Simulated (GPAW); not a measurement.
Write an ASE script for GPAW 26.7.0 that does the following.

```
Task                : single point
Functional          : PBE
Potentials or basis : GPAW PAW data sets (gpaw-data 1.2.1)
Cutoff              : 800 eV
Basis               : pw
k mesh              : 10 × 10 × 10
Occupations         : fermi-dirac, width 0.05 eV
Spin                : no spin polarisation
Maxiter             : 150
```

The system is AlN.

```
CELL_PARAMETERS angstrom
0.00000 2.18399 2.18399
2.18399 0.00000 2.18399
2.18399 2.18399 0.00000
ATOMIC_POSITIONS crystal
Al 0.00000 0.00000 0.00000
N 0.25000 0.25000 0.25000
```

Measurements of this composition are mostly on another form, of space group No. 186.

The input as run:

run.py

```python
from ase import Atoms
from ase.dft.bandgap import bandgap
from ase.io import write
from ase.units import Bohr, GPa
from gpaw import GPAW, PW
from gpaw.elf import elf_from_dft_calculation

atoms = Atoms(['Al', 'N'],
              cell=[[0.0, 2.1839935596, 2.1839935596],
                    [2.1839935596, 0.0, 2.1839935596],
                    [2.1839935596, 2.1839935596, 0.0]],
              scaled_positions=[[0.0, 0.0, 0.0],
                                [0.25, 0.25, 0.25]],
              pbc=True)

calc = GPAW(mode=PW(800),
            xc='PBE',
            kpts={'size': (10, 10, 10), 'gamma': True},
            occupations={'name': 'fermi-dirac', 'width': 0.05},
            nbands=11,
            convergence={'density': 1e-05, 'energy': 1e-05},
            maxiter=150,
            txt='gpaw.txt')
atoms.calc = calc
energy = atoms.get_potential_energy()
forces = atoms.get_forces()
stress = atoms.get_stress()
calc.write('gs.gpw')
write('result.traj', atoms)
print(f'Energy: {energy:.6f} eV')
print('Forces (eV/A):')
print(forces.round(4))
print('Stress (GPa):', (stress / GPa).round(3))
print('Fermi level:', round(calc.get_fermi_level(), 4), 'eV')
print(f'Gap: {bandgap(calc)[0]:.4f} eV, direct: {bandgap(calc, direct=True)[0]:.4f} eV')

# fields on the real-space grid
write('density.cube', atoms, data=calc.get_pseudo_density() * Bohr**3)
write('potential.cube', atoms, data=calc.get_electrostatic_potential())
write('elf.cube', atoms, data=elf_from_dft_calculation(calc).data)
```

Potentials or basis: GPAW PAW data sets (gpaw-data 1.2.1), pw.

Command:

```bash
$ OMP_NUM_THREADS=1 python run.py
```

Results of the run:

```json
{"Pressure": "5.8 GPa", "Band gap on the k mesh": "3.31 eV, indirect (least direct gap 4.20 eV)"}
```

Wall time 23 s on 1 thread of Arm Neoverse N1, with other jobs on the host, peak memory 0.15 GiB.
